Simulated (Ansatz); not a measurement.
# CrO2 (P4_2/mnm) in Ansatz: a series of runs

The runs below take CrO2 through single point, with PBEsol.

Everything below comes from runs of Ansatz 0.2.0. Logs are shortened: lines on timing, memory, paths and dates and some standing lists are left out, and cuts for length are marked.

**1. The structure**

Symmetry: P4_2/mnm, No. 136, tetragonal system. The conventional cell has a = 4.421 Å, b = 4.421 Å, c = 2.917 Å, α = 90.00°, β = 90.00°, γ = 90.00°. Around Cr (site symmetry mmm) lie 6 O at 1.88 to 1.92 Å. O (site symmetry m2m) is surrounded by 3 Cr at 1.88 to 1.92 Å.

**2. Single point, PBEsol**

Contents of input.yaml:

```yaml
crystal:
  lattice:
    - [4.421, 0.0, 0.0]
    - [0.0, 4.421, 0.0]
    - [0.0, 0.0, 2.917]
  atoms:
    - { symbol: Cr, position: [0.5, 0.5, 0.5] }
    - { symbol: Cr, position: [0.0, 0.0, 0.0] }
    - { symbol: O, position: [0.801, 0.199, 0.5] }
    - { symbol: O, position: [0.699, 0.699, 0.0] }
    - { symbol: O, position: [0.199, 0.801, 0.5] }
    - { symbol: O, position: [0.301, 0.301, 0.0] }
hamiltonian:
  xc: pbesol
  pseudopotentials: { kind: paw }
kpoints:
  mp_grid: { grid: [6, 6, 9] }
scf:
  occupations: { method: fermi_dirac, width: 0.05 }
output:
  forces: true
  stress: true
  eigenvalues: true
```

Potentials or basis: Ansatz PAW.

Launch:

```bash
$ ansatz run input.yaml --threads 2 --pin off --max-ram 5632MiB --backend cpu --events-out ev --progress --plain --runs-dir out
```

The log of the run:

```text
Warning: RAYON_NUM_THREADS=2 ignored (pool sized by the plan → 2); use --threads N
Engine: ansatz 0.2.0, x86_64-unknown-linux-gnu
Pseudopotentials: kind: paw
Pseudopotential: Cr, paw, valence charge 14, recommended cutoff 420 eV (normal), Cr.paw.azcp
Pseudopotential: O, paw, valence charge 6, recommended cutoff 420 eV (normal), O.paw.azcp
Functional definition: PBEsol
  exchange = pbesol_x
  correlation = pbesol_c
Crystal: 6 atoms, lattice volume = 57.013 Å³
Basis set: ecut = 420 eV, 1121 PW (Γ), exchange–correlation on 60×60×40 points (8 copies of the dense FFT grid, shifted against one another)
Bands: 32, of which v1, the nominal top of the filled ones, is band 26 counted from 1 (25 counted from 0)
Symmetry: 16 space group operations
Space group: P42/mnm (ITA 136), of the structure as read, at distance tolerance 3.8e-5 Å
k-points: 50 of 324
Non-local potential: Cr, projectors of the file, l = 0: 3, l = 1: 2, l = 2: 3, l = 3: 1
Non-local potential: O, projectors of the file, l = 0: 2, l = 1: 2, l = 2: 1
PAW form: soft (Blöchl's): semilocal exchange-correlation on the pseudo side does not see the compensation charge
PAW frozen core: Cr, regenerated for the run's functional, and the local potential with it (the file was generated under x = pbe(κ = 0.804, μ = 0.2195149727645171), c = pbe(β = 0.06672455060314922))
PAW frozen core: O, regenerated for the run's functional, and the local potential with it (the file was generated under x = pbe(κ = 0.804, μ = 0.2195149727645171), c = pbe(β = 0.06672455060314922))
PAW one-centre angular grid: Cr, 590 points (default); XC on 64 Gauss nodes
PAW one-centre angular grid: O, 110 points (default); XC on 64 Gauss nodes
Initial density: superposition of atomic densities (neutral atoms: chi_scale 0, normalization atom), corrected by the library's trained network
Initial wavefunctions: pseudopotential atomic-orbital guess
Functional: x = pbesol(κ = 0.804, μ = 0.12345679012345678), c = pbesol(β = 0.046)
SCF iter   1: F=—  HF=-8942.271299 eV  |F-HF|=—  |Δ(HF+E_count)|=         —  Δρ=1.73e-2  dr2=1.03e-1  ethr=1.77e-3  ⟨swp⟩=6.1  Hψ=5916  notcnv=0
preconditioner: auto → LDOS  [metal: Δε(μ)=0.007 eV  Ē_g=8.552 eV  σ=0.050 eV  W_gap=0.03  n_scr=18 (ndim 8)  ℏωp=29.5 eV  f_vac=0.021  D(μ)=7.72/eV (n_scr^D=112)  β→1.0]
SCF iter   2: F=—  HF=-8942.256469 eV  |F-HF|=—  |Δ(HF+E_count)|=   1.48e-2  Δρ=1.30e-2  dr2=4.10e-2  ethr=1.99e-4  ⟨swp⟩=2.0  Hψ=3500  notcnv=0
SCF iter   3: F=—  HF=-8942.239271 eV  |F-HF|=—  |Δ(HF+E_count)|=   1.72e-2  Δρ=1.93e-3  dr2=7.49e-4  ethr=7.88e-5  ⟨swp⟩=2.0  Hψ=3092  notcnv=0
SCF iter   4: F=—  HF=-8942.239084 eV  |F-HF|=—  |Δ(HF+E_count)|=   1.87e-4  Δρ=5.45e-4  dr2=1.27e-4  ethr=1.44e-6  ⟨swp⟩=2.1  Hψ=2764  notcnv=0
SCF iter   5: F=—  HF=-8942.239073 eV  |F-HF|=—  |Δ(HF+E_count)|=   1.10e-5  Δρ=2.23e-4  dr2=2.27e-5  ethr=2.44e-7  ⟨swp⟩=2.5  Hψ=2521  notcnv=0
SCF iter   6: F=—  HF=-8942.238956 eV  |F-HF|=—  |Δ(HF+E_count)|=   1.16e-4  Δρ=1.01e-4  dr2=3.29e-6  ethr=4.37e-8  ⟨swp⟩=2.3  Hψ=2200  notcnv=0
SCF iter   7: F=—  HF=-8942.238955 eV  |F-HF|=—  |Δ(HF+E_count)|=   8.62e-7  Δρ=2.51e-5  dr2=3.47e-7  ethr=6.32e-9  ⟨swp⟩=1.7  Hψ=1728  notcnv=0
SCF iter   8: F=-8942.238955 eV  HF=-8942.238955 eV  |F-HF|=4.80e-10  |Δ(HF+E_count)|=   2.43e-8  Δρ=2.44e-6  dr2=9.15e-10  ethr=1.92e-10  ⟨swp⟩=4.0  Hψ=5060  notcnv=0
the search or the solves at the SCF's close seem to have found levels that the self-consistency loop had missed (the run counts 2). By its estimate they hold under 1e-12 electrons; where the run keeps them, the occupations were computed again with them
SCF 1 converged in 8 iterations: F = -8942.238955 eV  dr2 = 9.15e-10
SCF converged after 8 iterations
Free energy (F): -8942.238955 eV
Harris-Foulkes:  -8942.238955 eV  (|F-HF|=4.80e-10)
Internal energy: -8942.169679 eV  (E = F + TS)
E sigma→0 (E₀):  -8942.204317 eV
Entropy (-TS):   -0.069277 eV (-11.546 meV/atom)
Fermi energy:    10.930522 eV
--- Per-component energies (eV) ---
  E_band       = -510.565960
  E_kinetic    = 1371.700480
  E_local      = -4399.731930  (includes V_loc(G=0)·N_el)
  E_nonlocal   = 347.542624
  E_hartree    = 1750.052776
  E_xc         = -564.654909
  E_vxc        = -723.983021  (∫ρ·V_xc dr)
  E_paw        = -2935.408212  (= ΣΔE_a)
  E_vpaw       = -606.210513  (= ΣTr[D̂ρ^β])
  E_aug_tail   = 0.010793  (compensation charges beyond the density's cutoff)
  E_ewald      = -4512.142452
  E_core_change = 0.461151  (= ΣΔE_core)
  E_smearing   = -0.069277  (= −TS)
  E_closure    = -0.000000  (closes the sum)
  Σ components = -8942.238955   (vs F -8942.238955, Δ=0.00e0)
--- Forces (eV/Å), atoms counted from 1 ---
  atom   1  Cr     0.00000000     0.00000000     0.00000000
  atom   2  Cr    -0.00000000    -0.00000000     0.00000000
  atom   3  O     -0.15074218     0.15074218     0.00000000
  atom   4  O      0.15074218     0.15074218     0.00000000
  atom   5  O      0.15074218    -0.15074218     0.00000000
  atom   6  O     -0.15074218    -0.15074218     0.00000000
  max |Σ_I F_I| component: 2.78e-17 eV/Å
--- Stress (GPa, compression-positive) ---
       -5.879247       0.000000       0.000000
        0.000000      -5.879247       0.000000
        0.000000       0.000000     -29.118088
  P = ⅓ Tr σ = -13.6255 GPa (-136.255 kbar)
--- Band table (eV; the first three rows and the last of 50) ---
  k-point 0: bands = ["-61.5743", "-61.5682", "-33.0448", "-33.0284", "-33.0152", "-33.0152", "-32.9490", "-32.9490", "-9.2122", "-7.4880", "-7.0555", "-7.0555", "3.0337", "3.7836", "4.1843", "5.3960", "5.3960", "6.6198", "6.6198", "7.0520", "8.8239", "9.2182", "9.2182", "9.7058", "10.1496", "10.3794", "10.5244", "10.5321", "10.5321", "12.5626", "12.7323", "14.6491"]
  k-point 1: bands = ["-61.5724", "-61.5667", "-33.0647", "-33.0494", "-33.0118", "-33.0118", "-32.9472", "-32.9472", "-9.0946", "-7.4512", "-7.0830", "-7.0830", "3.1945", "3.8880", "4.3287", "5.2362", "5.2362", "6.6595", "6.8874", "6.8874", "8.2100", "8.8075", "8.8075", "9.6150", "10.4722", "10.4763", "10.4978", "10.8598", "10.8598", "12.6582", "12.7495", "14.4468"]
  k-point 2: bands = ["-61.5677", "-61.5630", "-33.1147", "-33.1025", "-33.0032", "-33.0032", "-32.9426", "-32.9426", "-8.7696", "-7.3787", "-7.1532", "-7.1532", "3.6277", "4.1512", "4.7528", "5.0631", "5.0631", "5.8623", "7.1366", "7.3326", "7.3326", "8.0416", "8.0416", "9.1574", "10.5357", "10.6232", "10.9354", "11.3909", "11.3909", "12.4407", "13.1389", "14.0859"]
  k-point 49: bands = ["-61.5574", "-61.5574", "-33.2043", "-33.2043", "-32.9884", "-32.9884", "-32.9340", "-32.9340", "-7.5169", "-7.5169", "-7.4265", "-7.4265", "4.1014", "4.1014", "4.2111", "4.2111", "5.6436", "5.6436", "6.5091", "6.5091", "7.9896", "7.9896", "8.8567", "8.8567", "11.0872", "11.0872", "11.1636", "11.1636", "11.4287", "11.4287", "13.8447", "13.8447"]
```

Wall time 4.9 s (2 threads of Intel Xeon Platinum 8259CL at 2.50GHz (Skylake/Cascade Lake), shared host); peak memory 0.43 GiB.

Results:

```yaml
Free_energy: -8942.2390 eV
Pressure: -13.6 GPa
Largest_force: 0.213 eV/Å
Band_gap_on_the_k_mesh: none (metal or under the smearing width)
```

Forces on the atoms (eV/Å):
```
Cr   0.000  0.000  0.000
Cr   0.000  0.000  0.000
O   -0.151  0.151  0.000
O    0.151  0.151  0.000
O    0.151 -0.151  0.000
O   -0.151 -0.151  0.000
```

Stress tensor (GPa, compression positive):
```
 -5.88   0.00   0.00
  0.00  -5.88   0.00
  0.00   0.00 -29.12
```

Caveat: the pressure holds a Pulay correction of +1.0 GPa for the finite cutoff; the run has no spin polarisation, though such a crystal can be magnetic; semilocal functionals often make such compounds metallic where correlation or magnetic order opens a gap, which also shifts bond lengths; the PAW data sets come from PBE, with cores solved anew for the run's functional, which leaves a small shift of forces and pressure.

**3. Single point, PBEsol, collinear spin, ferromagnetic start**

Edit input.yaml of step 2 so:

```diff
@@ -6,4 +6,4 @@
   atoms:
-    - { symbol: Cr, position: [0.5, 0.5, 0.5] }
-    - { symbol: Cr, position: [0.0, 0.0, 0.0] }
+    - { symbol: Cr, position: [0.5, 0.5, 0.5], spin: 3.0 }
+    - { symbol: Cr, position: [0.0, 0.0, 0.0], spin: 3.0 }
     - { symbol: O, position: [0.801, 0.199, 0.5] }
@@ -15,2 +15,4 @@
   pseudopotentials: { kind: paw }
+magnetization:
+  spin_polarized: true
 kpoints:
```

Potentials or basis: Ansatz PAW.

Launch:

```bash
$ ansatz run input.yaml --threads 2 --pin off --max-ram 5632MiB --backend cpu --events-out ev --progress --plain --runs-dir out
```

Wall time 11 s (2 threads of Intel Xeon Platinum 8259CL at 2.50GHz (Skylake/Cascade Lake), shared host); peak memory 0.51 GiB.

The run converged. Its results:

```
Free energy            : -8943.3208 eV
Pressure               : -6.4 GPa
Largest force          : 0.342 eV/Å
Band gap on the k mesh : none (metal or under the smearing width)
Net moment             : 4.00 μB per cell
Absolute moment        : 4.59 μB per cell
Site moments           : Cr +1.71; O -0.06 μB
```

Forces in eV/Å, atoms in the order of the input:
```
Cr   0.000  0.000  0.000
Cr   0.000  0.000  0.000
O    0.242 -0.242  0.000
O   -0.242 -0.242  0.000
O   -0.242  0.242  0.000
O    0.242  0.242  0.000
```

Stress tensor (GPa, compression positive):
```
-5.55  0.00  0.00
 0.00 -5.55  0.00
 0.00  0.00 -8.00
```

Levels at points of the mesh, in eV from the Fermi level:
Spin up:
```
             k point  band 24  band 25  band 26  band 27  band 28  band 29  band 30  band 31  band 32  band 33
  (0.00, 0.00, 0.00)    -1.30    -1.29    -1.18    -1.14    -1.14    -0.70     1.12     1.21     3.65     3.65
 (0.00, -0.50, 0.00)    -1.68    -0.81    -0.81    -0.28    -0.28     0.32     0.32     3.31     3.31     3.31
(-0.50, -0.50, 0.00)    -2.26    -1.51    -1.51    -1.12    -1.12     0.89     0.89     2.73     2.73     3.62
```
Spin down:
```csv
k point,band 22,band 23,band 24,band 25,band 26,band 27
"(0.00, 0.00, 0.00)",-1.43,-1.43,-0.95,0.81,0.82,1.09
"(0.00, -0.50, 0.00)",-2.98,-1.77,-1.77,1.46,1.46,1.74
"(-0.50, -0.50, 0.00)",-2.61,-2.31,-2.31,0.83,0.83,1.12
```

Caveat: the pressure holds a Pulay correction of +1.0 GPa for the finite cutoff; semilocal functionals often make such compounds metallic where correlation or magnetic order opens a gap, which also shifts bond lengths; only a ferromagnetic start was run, and an antiferromagnetic order may lie lower in energy; the PAW data sets come from PBE, with cores solved anew for the run's functional, which leaves a small shift of forces and pressure. With open d or f shells a metallic result of PBEsol can be an artefact of self-interaction; +U or a hybrid may open a gap.
